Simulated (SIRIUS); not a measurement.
# Hf (Fm-3m) in SIRIUS: reference runs

How does Hf come out in PBEsol? The cell is run as given and disturbed.

Everything below comes from runs of SIRIUS 7.12.0. Logs are shortened: lines on timing, memory, paths and dates and some standing lists are left out, and cuts for length are marked. The log counts tension as positive stress, the text compression.

## 1. The structure

It takes space group Fm-3m (No. 225, cubic). Conventional cell: a = 4.440 Å, b = 4.440 Å, c = 4.440 Å, α = 90.00°, β = 90.00°, γ = 90.00°. Around Hf (site symmetry m-3m) lie 12 Hf at 3.14 Å.

This isn't the form of Hf at room conditions, which is hcp.

## 2. Single point, PBEsol

The input, sirius.json:

```json
{
  "control": {
    "processing_unit": "cpu",
    "verbosity": 2,
    "num_bands_to_print": 13,
    "print_forces": true,
    "print_stress": true
  },
  "parameters": {
    "electronic_structure_method": "pseudopotential",
    "xc_functionals": ["XC_GGA_X_PBE_SOL", "XC_GGA_C_PBE_SOL"],
    "gk_cutoff": 7.7,
    "pw_cutoff": 15.4,
    "ngridk": [10, 10, 10],
    "shiftk": [0, 0, 0],
    "smearing": "fermi_dirac",
    "smearing_width": 0.0018374661,
    "num_bands": 13,
    "num_mag_dims": 0,
    "num_dft_iter": 100,
    "energy_tol": 1e-08,
    "density_tol": 1e-06
  },
  "iterative_solver": {
    "type": "davidson",
    "min_tolerance": 1e-10
  },
  "mixer": {
    "type": "anderson",
    "beta": 0.7,
    "max_history": 8
  },
  "settings": {
    "tol_ne": 1e-10,
    "pseudo_grid_cutoff": 6.5
  },
  "unit_cell": {
    "lattice_vectors": [
      [0.0, 0.707106781187, 0.707106781187],
      [0.707106781187, 0.0, 0.707106781187],
      [0.707106781187, 0.707106781187, 0.0]
    ],
    "lattice_vectors_scale": 5.9328974184,
    "atom_coordinate_units": "lattice",
    "atom_types": ["Hf"],
    "atom_files": {
      "Hf": "Hf.json"
    },
    "atoms": {
      "Hf": [
        [0.0, 0.0, 0.0]
      ]
    }
  }
}
```

Potentials or basis: PseudoDojo 0.4.1 PBEsol standard (scalar relativistic).

Launch:

```console
upf_to_json Hf.upf
OMP_NUM_THREADS=1 sirius.scf --input=sirius.json --output=out.json --task=0
```

The log of the run:

```text
[info] SIRIUS version : 7.12.0
[info] number of MPI ranks           : 1
[info] MPI grid                      : 1 1
[info] maximum number of OMP threads : 1
[fft] FFT context for density and potential
[fft] =====================================
[fft]   comm size                             : 1
[fft]   plane wave cutoff                     : 15.4
[fft]   grid size                             : 32 32 32   total : 32768
[fft]   grid limits                           : -15 16   -15 16   -15 16
[fft]   number of G-vectors within the cutoff : 4593
[fft]   local number of G-vectors             : 4593
[fft]   number of G-shells                    : 281
[fft] FFT context for coarse grid
[fft] =====================================
[fft]   comm size                             : 1
[fft]   plane wave cutoff                     : 15.4
[fft]   grid size                             : 32 32 32   total : 32768
[fft]   grid limits                           : -15 16   -15 16   -15 16
[fft]   number of G-vectors within the cutoff : 4593
[fft]   local number of G-vectors             : 4593
[fft]   number of G-shells                    : 281
[unit cell] lattice vectors
[unit cell]   a1 :       0.0000000000      4.1951919966      4.1951919966
[unit cell]   a2 :       4.1951919966      0.0000000000      4.1951919966
[unit cell]   a3 :       4.1951919966      4.1951919966      0.0000000000
[unit cell] reciprocal lattice vectors
[unit cell]   b1 :      -0.7488555127      0.7488555127      0.7488555127
[unit cell]   b2 :       0.7488555127     -0.7488555127      0.7488555127
[unit cell]   b3 :       0.7488555127      0.7488555127     -0.7488555127
[unit cell] unit cell volume :       147.66770325 [a.u.^3]
[unit cell] 1/sqrt(omega)    :         0.08229193
[unit cell] MT volume        :         0.00000000 ( 0.00%)
[unit cell] IT volume        :       147.66770325 (100.00%)
[unit cell] number of atom types : 1
[unit cell] type id : 0 symbol : Hf mt_radius :  16.550000 num_atoms : 1
[unit cell] total number of atoms : 1
[unit cell] number of symmetry classes : 1
[unit cell] number of PAW atoms : 0
[unit cell] atom id  type id  class id             position                      vector_field
[unit cell] ------------------------------------------------------------------------------------------
[unit cell]      0        0        0      0.00000   0.00000   0.00000      0.00000   0.00000   0.00000
[unit cell] atom id         position (Cartesian, a.u.)
[unit cell] ---------------------------------------------
[unit cell]      0       0.000000    0.000000    0.000000
[... 253 lines left out ...]
[find] total charge          : 12.000000
[find] Energy
[find] --------------------------------------------------------------------------------
[find] valence_eval_sum               :      -5.02914965
[find] <rho|V^{XC}>                   :      -9.11496981
[find] <rho|E^{XC}>                   :     -14.15236610
[find] <mag|B^{XC}>                   :       0.00000000
[find] <rho|V^{H}>                    :      13.93684751
[find] one-electron contribution      :      -9.85102735 (Ha),     -19.70205471 (Ry)
[find] hartree contribution           :       6.96842376
[find] xc contribution                :     -14.15236610
[find] ewald contribution             :     -39.34385716
[find] PAW contribution               :       0.00000000
[find] smearing (-TS)                 :      -0.00040521
[find] SCF correction                 :      -0.00000716
[find] Total energy                   :     -56.37883401 (Ha),    -112.75766802 (Ry)
[find] Free energy (E-TS)             :     -56.37923922 (Ha),    -112.75847843 (Ry)
[find] band gap (eV)                  :       0.00000000
[find] Efermi                         :       0.53901613
[find] iteration : 8, RMS (target) : 8.1814e-07 (1.0000e-06) , energy difference (target) : -2.3076e-09 (1.0000e-08)
[find] bands are converged : true
[find] iterative solver converged : false
[find] converged after 9 SCF iterations!
[find] Charges and magnetic moments
[find] --------------------------------------------------------------------------------
[find] total charge          : 12.000000
[find] Energy
[find] --------------------------------------------------------------------------------
[find] valence_eval_sum               :      -5.02914965
[find] <rho|V^{XC}>                   :      -9.11496981
[find] <rho|E^{XC}>                   :     -14.15236610
[find] <mag|B^{XC}>                   :       0.00000000
[find] <rho|V^{H}>                    :      13.93684751
[find] one-electron contribution      :      -9.85102735 (Ha),     -19.70205471 (Ry)
[find] hartree contribution           :       6.96842376
[find] xc contribution                :     -14.15236610
[find] ewald contribution             :     -39.34385716
[find] PAW contribution               :       0.00000000
[find] smearing (-TS)                 :      -0.00040521
[find] SCF correction                 :      -0.00000716
[find] Total energy                   :     -56.37883401 (Ha),    -112.75766802 (Ry)
[find] Free energy (E-TS)             :     -56.37923922 (Ha),    -112.75847843 (Ry)
[find] band gap (eV)                  :       0.00000000
[find] Efermi                         :       0.53901613
[ground_state] === stress tensor components [kbar] ===
[ground_state] === stress_kin ===
[ground_state] -19257.601655    0.000000    0.000000
[ground_state]     0.000000-19257.601655   -0.000000
[ground_state]     0.000000   -0.000000-19257.601655
[ground_state] === stress_har ===
[ground_state] -4627.915104    0.000000    0.000000
[ground_state]     0.000000-4627.915104   -0.000000
[ground_state]     0.000000   -0.000000-4627.915104
[ground_state] === stress_ewald ===
[ground_state] 26129.299416    0.000000    0.000000
[ground_state]     0.00000026129.299416    0.000000
[ground_state]     0.000000    0.00000026129.299416
[ground_state] === stress_vloc ===
[ground_state]  1099.082747    0.000000   -0.000000
[ground_state]     0.000000 1099.082747    0.000000
[ground_state]    -0.000000    0.000000 1099.082747
[ground_state] === stress_xc ===
[ground_state] -9916.807156    0.000000    0.000000
[ground_state]     0.000000-9916.807156    0.000000
[ground_state]     0.000000    0.000000-9916.807156
[ground_state] === stress_core ===
[ground_state] 15893.338029    0.000000    0.000000
[ground_state]     0.00000015893.338029    0.000000
[ground_state]     0.000000    0.00000015893.338029
[ground_state] === stress_nonloc ===
[ground_state] -9306.407712    0.000000    0.000000
[ground_state]     0.000000-9306.407712   -0.000000
[ground_state]     0.000000   -0.000000-9306.407712
[ground_state] === stress_us_nl ===
[ground_state] -9306.407712    0.000000    0.000000
[ground_state]     0.000000-9306.407712   -0.000000
[ground_state]     0.000000   -0.000000-9306.407712
[ground_state] === stress_total ===
[ground_state]    12.988564    0.000000    0.000000
[ground_state]     0.000000   12.988564   -0.000000
[ground_state]     0.000000   -0.000000   12.988564
[ground_state] ==== total Forces in Ha/bohr =====
[ground_state] atom:    0, force:       0.0000000      0.0000000      0.0000000
[ground_state] ==== ultrasoft contribution from Qij =====
[ground_state] atom:    0, force:       0.0000000      0.0000000      0.0000000
[ground_state] ==== non-local contribution from Beta-projector =====
[ground_state] atom:    0, force:       0.0000000      0.0000000      0.0000000
[ground_state] ==== contribution from local potential =====
[ground_state] atom:    0, force:       0.0000000      0.0000000      0.0000000
[ground_state] ==== contribution from core density =====
[ground_state] atom:    0, force:       0.0000000      0.0000000      0.0000000
[ground_state] ==== Ewald forces from ions =====
[ground_state] atom:    0, force:       0.0000000      0.0000000      0.0000000
[~DFT_ground_state] local op. applied: 12661
[~DFT_ground_state] evp. work count: 4040.07
[~DFT_ground_state] number of iterative solver steps: 1011
```

Wall time 9.2 s (1 thread of AMD EPYC 7R43 (Zen 3), shared host); peak memory 0.18 GiB.

What came out:

* Free energy: -1534.1573 eV
* Pressure: -1.3 GPa
* Band gap on the k mesh: none (metal or under the smearing width)

The run has no spin-orbit coupling, so splittings on Hf are missing.

## 3. Single point, PBEsol (cell strained at random at fixed volume)

sirius.json, as its differences from that of step 2:

```diff
@@ -38,7 +38,6 @@
     "lattice_vectors": [
-      [0.0, 0.707106781187, 0.707106781187],
-      [0.707106781187, 0.0, 0.707106781187],
-      [0.707106781187, 0.707106781187, 0.0]
+      [-0.082152063816, 4.171526956411, 4.182636656297],
+      [4.087027852748, -0.080644062368, 4.18112865485],
+      [4.104500260496, 4.187491362711, -0.098116470117]
     ],
-    "lattice_vectors_scale": 5.9328974184,
     "atom_coordinate_units": "lattice",
@@ -50,3 +49,3 @@
       "Hf": [
-        [0.0, 0.0, 0.0]
+        [0.001931, -0.011219, -0.003422]
       ]
```

Potentials or basis: PseudoDojo 0.4.1 PBEsol standard (scalar relativistic).

Launch:

```console
upf_to_json Hf.upf
OMP_NUM_THREADS=1 sirius.scf --input=sirius.json --output=out.json --task=0
```

Run time: 80 s. Hardware: 1 thread of AMD EPYC 7R43 (Zen 3), shared host; peak memory 1.1 GiB.

The run converged. Its results:

- Free energy: -1534.1494 eV
- Pressure: -1.2 GPa
- Band gap on the k mesh: none (metal or under the smearing width)

Stress tensor (GPa, compression positive):
```
-0.56  1.24  1.75
 1.24 -1.46  1.60
 1.75  1.60 -1.61
```
